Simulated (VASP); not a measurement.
# Ge (P6/mmm) in VASP: further runs

Runs on Ge. Level: PBEsol. Tasks: single point, relaxation of cell and atoms.

Everything below comes from runs of VASP 6.6.1. Logs are shortened: lines on timing, memory, paths and dates and some standing lists are left out, and cuts for length are marked.

**1. The structure**

The structure is hexagonal, space group P6/mmm (No. 191). The conventional cell has a = 3.061 Å, b = 3.061 Å, c = 2.861 Å, α = 90.00°, β = 90.00°, γ = 120.00°. Ge (site symmetry 6/mmm) is surrounded by 8 Ge at 2.86 to 3.06 Å.

The cell was built by a generator and needn't be a form met in nature.

**2. Single point, PBEsol**

INCAR

```
ALGO = Fast ; EDIFF = 1E-6
ENCUT = 520 ; GGA = PS
ISIF = 2 ; ISMEAR = 0
LASPH = True ; LCHARG = True
LELF = True ; LREAL = False
LVHAR = True ; LWAVE = False
NBANDS = 13 ; NELM = 100
PREC = Accurate ; SIGMA = 0.1
```

KPOINTS

```
k-points
0
Gamma
  6 6 6
```

POSCAR

```
Ge
1.0
    3.0614416627      0.0000000000      0.0000000000
   -1.5307208313      2.6512862521      0.0000000000
    0.0000000000      0.0000000000      2.8605345535
Ge
1
Direct
    0.0000000000      0.0000000000      0.0000000000
```

Potentials or basis: VASP PAW PBE potentials, release 64 (Ge_d).

Command:

```sh
> cat potpaw_PBE.64/Ge_d/POTCAR > POTCAR
> mpirun -np 1 vasp_std > vasp.out
```

OUTCAR:

```text
EDIFF = 1E-6
   ENCUT = 520
   GGA = PS
   ISIF = 2
   ISMEAR = 0
   LASPH = True
   LREAL = False
   NELM = 100
   PREC = Accurate

 ion  position               nearest neighbor table
   1  0.000  0.000  0.000-

  LATTYP: Found a hexagonal cell.
 ALAT       =     3.0614416627
 C/A-ratio  =     0.9343750000

  Lattice vectors:

 A1 = (   3.0614416627,   0.0000000000,   0.0000000000)
 A2 = (  -1.5307208313,   2.6512862521,   0.0000000000)
 A3 = (   0.0000000000,   0.0000000000,   2.8605345535)

Analysis of symmetry for initial positions (statically):
=====================================================================
 Subroutine PRICEL returns:
 Original cell was already a primitive cell.

 Routine SETGRP: Setting up the symmetry group for a
 hexagonal supercell.

 Subroutine GETGRP returns: Found 24 space group operations
 (whereof 24 operations were pure point group operations)
 out of a pool of 24 trial point group operations.

The static configuration has the point symmetry D_6h.

Analysis of symmetry for dynamics (positions and initial velocities):
=====================================================================
 Subroutine PRICEL returns:
 Original cell was already a primitive cell.

 Routine SETGRP: Setting up the symmetry group for a
 hexagonal supercell.

 Subroutine GETGRP returns: Found 24 space group operations
 (whereof 24 operations were pure point group operations)
 out of a pool of 24 trial point group operations.

The dynamic configuration has the point symmetry D_6h.

 Subroutine INISYM returns: Found 24 space group operations
 (whereof 24 operations are pure point group operations),
 and found     1 'primitive' translations

----------------------------------------------------------------------------------------

                                     Primitive cell

  volume of cell :      23.2183

  direct lattice vectors                    reciprocal lattice vectors
     3.061441663  0.000000000  0.000000000     0.326643494  0.188587709  0.000000000
    -1.530720831  2.651286252  0.000000000     0.000000000  0.377175418  0.000000000
     0.000000000  0.000000000  2.860534553     0.000000000  0.000000000  0.349585010

  length of vectors
     3.061441663  3.061441663  2.860534553     0.377175418  0.377175418  0.349585010

  position of ions in fractional coordinates (direct lattice)
     0.000000000  0.000000000  0.000000000
[... 84 lines left out ...]
   POTIM  = 0.5000    time-step for ionic-motion
   TEBEG  =    0.0;   TEEND  =   0.0 temperature during run
   PSTRESS=    0.0 pullay stress
   NELECT =      14.0000    total number of electrons
   NUPDOWN=      -1.0000    fix difference up-down
   EMIN   =  10.00;   EMAX   =-10.00  energy-range for DOS
   EFERMI =   0.00;   METHOD = LEGACY
   ISMEAR =     0;   SIGMA  =   0.10  broadening in eV -4-tet -1-fermi 0-gaus
   EFERMI_NEDOS =   21; number of points for ismear=-14 and -15
   IALGO  =     68    algorithm
   IMIX   =      4    mixing-type and parameters
     AMIX     =   0.40;   BMIX     =  1.00
     AMIX_MAG =   1.60;   BMIX_MAG =  1.00
  volume/ion in A,a.u.               =      23.22       156.68
  Fermi-wavevector in a.u.,A,eV,Ry     =   1.383060  2.613604 26.025958  1.912854
  Thomas-Fermi vector in A             =   2.507693
   LORBIT       =      0    0 simple, 1 ext, 2 COOP (PROOUT), +10 PAW based schemes
   GGA     = PS    functional components
   LHFCALC =     F    Hartree Fock is set to
   AEXX    =    0.0000 exact exchange contribution
   IVDW    =     0    specifies the selected vdW correction
   LEPSILON=     F    determine dielectric tensor
   LRPA    =     F    only Hartree local field effects (RPA)
 non-spin polarized calculation
 RMM-DIIS sequential band-by-band and
 Gauss-broadening in eV      SIGMA  =   0.10
  energy-cutoff  :      520.00
  volume of cell :       23.22
 maximum number of plane-waves:       636
 NGX is ok and might be reduce to    24
   NGX = 11   NGY = 11   NGZ = 11

 number of electron      13.9999994 magnetization

 Free energy of the ion-electron system (eV)
  ---------------------------------------------------
  ext. energy  EPLUGINS =         0.00000000
  ---------------------------------------------------
  free energy    TOTEN  =        -4.57648123 eV

  energy without entropy =       -4.57184975  energy(sigma->0) =       -4.57416549

 E-fermi :   4.6782     XC(G=0): -10.3783

 val. band max:        4.6631568806   @ k =   0.3333   0.0000   0.3333
 cond. band min:       4.6786586228   @ k =   0.1667   0.1667   0.0000
 fundamental gap:      0.0155017422
 Fermi energy:         4.6782487867

 k-point     1 :       0.0000    0.0000    0.0000
  band No.  band energies     occupation
      1     -20.1452      2.00000
      2     -20.0877      2.00000
      3     -20.0877      2.00000
      4     -20.0120      2.00000
      5     -20.0120      2.00000
      6      -7.1605      2.00000
      7      10.1448      0.00000
      8      11.1571      0.00000
      9      11.1572      0.00000
     10      13.9276      0.00000
     11      16.5894      0.00000
     12      17.3983      0.00000
     13      17.3983      0.00000
[... 354 lines left out ...]
  band No.  band energies     occupation
      1     -20.0951      2.00000
      2     -20.0816      2.00000
      3     -20.0581      2.00000
      4     -20.0317      2.00000
      5     -19.9820      2.00000
      6      -1.9466      2.00000
      7       1.7236      2.00000
      8       5.5025      0.00000
      9      10.4865      0.00000
     10      10.7779      0.00000
     11      15.9487      0.00000
     12      17.7611      0.00000
     13      18.0518      0.00000

 [... further k-points ...]

------------------------ aborting loop because EDIFF is reached ----------------------------------------

  FORCE on cell =-STRESS in cart. coord.  units (eV):
  Direction    XX          YY          ZZ          XY          YZ          ZX
  --------------------------------------------------------------------------------------
  -------------------------------------------------------------------------------------
  Total       -1.9519065     -1.9519065     -0.5783241     -0.0000000      0.0000000      0.0000000
  in kB     -134.6913730   -134.6913730    -39.9072760     -0.0000000      0.0000000      0.0000000
  external PRESSURE =    -103.0966740 kB  Pullay stress =       0.0000000 kB

 VOLUME and BASIS-vectors are now :
 -----------------------------------------------------------------------------
  energy-cutoff  :      520.00
  volume of cell :       23.22
      direct lattice vectors                 reciprocal lattice vectors
     3.061441663  0.000000000  0.000000000     0.326643494  0.188587709  0.000000000
    -1.530720831  2.651286252  0.000000000     0.000000000  0.377175418  0.000000000
     0.000000000  0.000000000  2.860534553     0.000000000  0.000000000  0.349585010

 POSITION                                       TOTAL-FORCE (eV/Angst)
 -----------------------------------------------------------------------------------
      0.00000      0.00000      0.00000         0.000000      0.000000      0.000000
 -----------------------------------------------------------------------------------
    total drift:                                0.000000      0.000000      0.000000

  FREE ENERGIE OF THE ION-ELECTRON SYSTEM (eV)
  ---------------------------------------------------
  free  energy   TOTEN  =        -4.5764812294 eV

  energy  without entropy=       -4.5718497543  energy(sigma->0) =       -4.57416549
```

OSZICAR:

```text
N       E                     dE             d eps       ncg     rms          rms(c)
DAV:   1     0.649711351401E+02    0.64971E+02   -0.70907E+03   789   0.280E+03
DAV:   2     0.196779642263E+01   -0.63003E+02   -0.60222E+02   778   0.430E+02
DAV:   3    -0.447793613602E+01   -0.64457E+01   -0.64155E+01   823   0.763E+01
DAV:   4    -0.458830380555E+01   -0.11037E+00   -0.11035E+00   843   0.104E+01
DAV:   5    -0.458959326603E+01   -0.12895E-02   -0.12895E-02   823   0.129E+00    0.985E-01
RMM:   6    -0.457932372645E+01    0.10270E-01   -0.10927E-02   929   0.157E+00    0.549E-01
RMM:   7    -0.457659063387E+01    0.27331E-02   -0.70065E-03   943   0.103E+00    0.786E-02
RMM:   8    -0.457646053181E+01    0.13010E-03   -0.84349E-04   981   0.497E-01    0.338E-02
RMM:   9    -0.457647990040E+01   -0.19369E-04   -0.13002E-04   971   0.116E-01    0.122E-02
RMM:  10    -0.457648111124E+01   -0.12108E-05   -0.27228E-05   932   0.820E-02    0.231E-03
RMM:  11    -0.457648122943E+01   -0.11820E-06   -0.80219E-06   736   0.345E-02
   1 F= -.45764812E+01 E0= -.45741655E+01  d E =-.463148E-02
```

It took 3.4 s on 1 thread of Intel Xeon 6975P-C (Granite Rapids), shared host; peak memory 0.13 GiB.

Results:

```yaml
Free_energy: -4.5765 eV
Pressure: -10.3 GPa
Band_gap_on_the_k_mesh: none (metal or under the smearing width)
```

Caveat: the k mesh is coarse (spacing up to 0.39 Å⁻¹), so the values aren't converged; the PAW data sets were made with another functional, which shifts forces and pressure a little.

**3. Single point, PBEsol**

This run uses another cell than the first one, of 18.77 Å³/atom, 0.809 times its volume.

INCAR

```
  ALGO = Fast
  EDIFF = 1E-6
  ENCUT = 520
  GGA = PS
  ISIF = 2
  ISMEAR = 0
  LASPH = True
  LCHARG = False
  LREAL = False
  LWAVE = False
  NBANDS = 13
  NELM = 100
  PREC = Accurate
  SIGMA = 0.1
```

KPOINTS is that of step 2.

POSCAR

```
Ge
1.0
    2.8051034745      0.0000000000      0.0000000000
   -1.4025517372      2.4292908691      0.0000000000
    0.0000000000      0.0000000000      2.7550890020
Ge
1
Direct
    0.0000000000      0.0000000000      0.0000000000
```

Potentials or basis: VASP PAW PBE potentials, release 64 (Ge_d).

Command:

```sh
> cat potpaw_PBE.64/Ge_d/POTCAR > POTCAR
> mpirun -np 1 vasp_std > vasp.out
```

OUTCAR:

```text
EDIFF = 1E-6
   ENCUT = 520
   GGA = PS
   ISIF = 2
   ISMEAR = 0
   LASPH = True
   LREAL = False
   NELM = 100
   PREC = Accurate

 ion  position               nearest neighbor table
   1  0.000  0.000  0.000-

  LATTYP: Found a hexagonal cell.
 ALAT       =     2.8051034745
 C/A-ratio  =     0.9821701862

  Lattice vectors:

 A1 = (   2.8051034745,   0.0000000000,   0.0000000000)
 A2 = (  -1.4025517372,   2.4292908691,   0.0000000000)
 A3 = (   0.0000000000,   0.0000000000,   2.7550890020)

Analysis of symmetry for initial positions (statically):
=====================================================================
 Subroutine PRICEL returns:
 Original cell was already a primitive cell.

 Routine SETGRP: Setting up the symmetry group for a
 hexagonal supercell.

 Subroutine GETGRP returns: Found 24 space group operations
 (whereof 24 operations were pure point group operations)
 out of a pool of 24 trial point group operations.

The static configuration has the point symmetry D_6h.

Analysis of symmetry for dynamics (positions and initial velocities):
=====================================================================
 Subroutine PRICEL returns:
 Original cell was already a primitive cell.

 Routine SETGRP: Setting up the symmetry group for a
 hexagonal supercell.

 Subroutine GETGRP returns: Found 24 space group operations
 (whereof 24 operations were pure point group operations)
 out of a pool of 24 trial point group operations.

The dynamic configuration has the point symmetry D_6h.

 Subroutine INISYM returns: Found 24 space group operations
 (whereof 24 operations are pure point group operations),
 and found     1 'primitive' translations

----------------------------------------------------------------------------------------
[... 112 lines left out ...]
  volume/ion in A,a.u.               =      18.77       126.70
  Fermi-wavevector in a.u.,A,eV,Ry     =   1.484555  2.805401 29.985910  2.203902
  Thomas-Fermi vector in A             =   2.598077
   LORBIT       =      0    0 simple, 1 ext, 2 COOP (PROOUT), +10 PAW based schemes
   GGA     = PS    functional components
   LHFCALC =     F    Hartree Fock is set to
   AEXX    =    0.0000 exact exchange contribution
   IVDW    =     0    specifies the selected vdW correction
   LEPSILON=     F    determine dielectric tensor
   LRPA    =     F    only Hartree local field effects (RPA)
 non-spin polarized calculation
 RMM-DIIS sequential band-by-band and
 Gauss-broadening in eV      SIGMA  =   0.10
  energy-cutoff  :      520.00
  volume of cell :       18.77
 maximum number of plane-waves:       515
 NGX is ok and might be reduce to    24
   NGX = 11   NGY = 11   NGZ = 11

 number of electron      14.0000006 magnetization

 Free energy of the ion-electron system (eV)
  ---------------------------------------------------
  ext. energy  EPLUGINS =         0.00000000
  ---------------------------------------------------
  free energy    TOTEN  =        -4.78610456 eV

  energy without entropy =       -4.78403661  energy(sigma->0) =       -4.78507058

 E-fermi :   7.1741     XC(G=0): -11.3994

 val. band max:        7.1066055314   @ k =   0.3333  -0.0000   0.3333
 cond. band min:       7.3657971909   @ k =   0.3333   0.1667   0.0000
 fundamental gap:      0.2591916595
 Fermi energy:         7.1740689517

 k-point     1 :       0.0000    0.0000    0.0000
  band No.  band energies     occupation
      1     -18.1194      2.00000
      2     -18.0196      2.00000
      3     -18.0196      2.00000
      4     -17.8877      2.00000
      5     -17.8877      2.00000
      6      -6.7018      2.00000
      7      12.0805      0.00000
      8      15.7037      0.00000
      9      15.7037      0.00000
     10      15.9044      0.00000
     11      21.4048      0.00000
     12      21.4048      0.00000
     13      22.1656      0.00000
[... 354 lines left out ...]
  band No.  band energies     occupation
      1     -18.0511      2.00000
      2     -18.0138      2.00000
      3     -17.9568      2.00000
      4     -17.9010      2.00000
      5     -17.8591      2.00000
      6      -0.5012      2.00000
      7       3.1364      2.00000
      8       8.0591      0.00000
      9      12.9654      0.00000
     10      14.5424      0.00000
     11      19.7134      0.00000
     12      21.6012      0.00000
     13      21.6342      0.00000

 [... further k-points ...]
[... 5 lines left out ...]
  --------------------------------------------------------------------------------------
  -------------------------------------------------------------------------------------
  Total        0.0308224      0.0308224      0.0330141      0.0000000      0.0000000      0.0000000
  in kB        2.6303477      2.6303477      2.8173845      0.0000000      0.0000000      0.0000000
  external PRESSURE =       2.6926933 kB  Pullay stress =       0.0000000 kB

 VOLUME and BASIS-vectors are now :
 -----------------------------------------------------------------------------
  energy-cutoff  :      520.00
  volume of cell :       18.77
      direct lattice vectors                 reciprocal lattice vectors
     2.805103475  0.000000000  0.000000000     0.356493088  0.205821380  0.000000000
    -1.402551737  2.429290869  0.000000000     0.000000000  0.411642761  0.000000000
     0.000000000  0.000000000  2.755089002     0.000000000  0.000000000  0.362964681

 POSITION                                       TOTAL-FORCE (eV/Angst)
 -----------------------------------------------------------------------------------
      0.00000      0.00000      0.00000         0.000000      0.000000      0.000000
 -----------------------------------------------------------------------------------
    total drift:                                0.000000      0.000000      0.000000

  FREE ENERGIE OF THE ION-ELECTRON SYSTEM (eV)
  ---------------------------------------------------
  free  energy   TOTEN  =        -4.7861045591 eV

  energy  without entropy=       -4.7840366066  energy(sigma->0) =       -4.78507058
```

Wall time 3 s (1 thread of Intel Xeon 6975P-C (Granite Rapids), shared host); peak memory 0.13 GiB.

Results:

```yaml
Free_energy: -4.7861 eV
Pressure: 0.3 GPa
Band_gap_on_the_k_mesh: none (metal or under the smearing width)
```

Caveat: the k mesh is coarse (spacing up to 0.43 Å⁻¹), so the values aren't converged; the PAW data sets were made with another functional, which shifts forces and pressure a little.

**4. Relaxation of cell and atoms, PBEsol**

INCAR

```
SYSTEM = Ge
PREC = Accurate ; ENCUT = 600
EDIFF = 1E-6 ; ISMEAR = 0
SIGMA = 0.1 ; LREAL = .FALSE.
LASPH = .TRUE. ; NELM = 100
ALGO = Fast ; ISIF = 3
LWAVE = .FALSE. ; LCHARG = .FALSE.
GGA = PS ; IBRION = 2
NSW = 90 ; EDIFFG = -0.04
```

KPOINTS

```
Automatic mesh
0
G
  6 6 6
  0 0 0
```

POSCAR

```
Ge
1.0
    3.0614416627      0.0000000000      0.0000000000
   -1.5307208313      2.6512862521      0.0000000000
    0.0000000000      0.0000000000      2.8605345535
Ge
1
Direct
    0.0000000000      0.0000000000      0.0000000000
```

Command:

```sh
> cat potpaw_PBE.64/Ge_d/POTCAR > POTCAR
> mpirun -np 1 vasp_std > vasp.out
```

Run time: 14 s. Hardware: 1 thread of Intel Xeon 6975P-C (Granite Rapids), shared host; peak memory 0.14 GiB.

Results (log left out):

```yaml
Free_energy: -4.7873 eV
Relaxed_volume: 18.71 Å³/atom
Relaxed_cell: a = 2.802 Å, b = 2.802 Å, c = 2.753 Å, α = 90.00°, β = 90.00°, γ = 120.00°
Space_group_after_relaxing_to_0.05_Å: P6/mmm (No. 191)
Energy_gained_by_relaxing: 210.8 meV/atom
Ionic_steps: 6
Pressure_after_relaxing: -0.1 GPa
Band_gap_on_the_k_mesh: none (metal or under the smearing width)
```

Stress tensor (GPa, compression positive):
```
 0.03  0.00  0.00
 0.00  0.03  0.00
 0.00  0.00 -0.22
```

The path:
```tsv
step	energy change (eV)	largest force (eV/Å)	pressure (GPa)	volume (Å³)
1	0.0000	0.0000	-10.33	23.22
2	-0.2039	0.0000	1.93	18.51
3	-0.2086	0.0000	-1.09	19.01
4	-0.2085	0.0000	-0.17	18.93
5	-0.2103	0.0000	0.52	18.62
6	-0.2108	0.0000	-0.05	18.71
```

Final structure:
```cif
data_structure
_symmetry_space_group_name_H-M 'P 1'
_symmetry_Int_Tables_number 1
_cell_length_a 2.8015
_cell_length_b 2.8015
_cell_length_c 2.7528
_cell_angle_alpha 90.000
_cell_angle_beta 90.000
_cell_angle_gamma 120.000
_cell_volume 18.71
loop_
_atom_site_label
_atom_site_type_symbol
_atom_site_fract_x
_atom_site_fract_y
_atom_site_fract_z
_atom_site_occupancy
Ge1 Ge 0.00000 0.00000 0.00000 1
```

Levels at points of the mesh, in eV from the Fermi level:
| k point | band 4 | band 5 | band 6 | band 7 | band 8 | band 9 | band 10 | band 11 |
| --- | --- | --- | --- | --- | --- | --- | --- | --- |
| (0.00, 0.00, 0.00) | -25.07 | -25.07 | -13.91 | 4.90 | 8.56 | 8.56 | 8.73 | 15.04 |
| (0.50, 0.00, 0.00) | -25.08 | -25.05 | -8.48 | -6.27 | 4.05 | 8.04 | 9.09 | 14.84 |
| (0.00, 0.00, 0.50) | -25.12 | -25.12 | -10.47 | -6.68 | 11.14 | 11.14 | 16.90 | 17.31 |
| (0.50, 0.00, 0.50) | -25.04 | -25.01 | -4.69 | -3.50 | -2.26 | 2.70 | 6.65 | 12.00 |

Caveat: the k mesh is coarse (spacing up to 0.39 Å⁻¹), so the values aren't converged; the volume moved by over 15 % at a fixed basis, so the end points are rough; the PAW data sets were made with another functional, which shifts forces and pressure a little.

(Part 1 of 2 ends here.)
